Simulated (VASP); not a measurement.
# Hg: equation of state with PBE

The system is Hg.

```
Hg
1.0
     3.32056    0.00000    0.00000
    -1.47214    3.07613    0.00000
    -0.95833   -1.39730    8.12061
Hg
3
Direct
  0.00000 0.00000 0.00000
  0.41393 0.25858 0.66474
  0.58607 0.74142 0.33526
```

```yaml
Program: VASP 6.6.1
Task: equation of state
Functional: PBE
Potentials_or_basis: VASP PAW PBE potentials, release 64 (Hg)
Cutoff: 520 eV
k_mesh: 9 × 9 × 4
Occupations: fermi-dirac, width 0.05 eV
Spin: no spin polarisation
```

- Equilibrium volume: outside the volumes run

Energy against volume, from the lowest point:
```tsv
volume (Å³/atom)	energy (meV/atom)
25.990	21.64
26.543	15.79
27.096	11.25
27.649	7.65
28.202	4.66
28.755	2.10
29.308	0.00
```

All runs of the series together: 10 min on 1 thread of Intel(R) Xeon(R) 6975P-C (Granite Rapids) (shared host).

Spin-orbit coupling is left out, which matters for the levels of Hg.
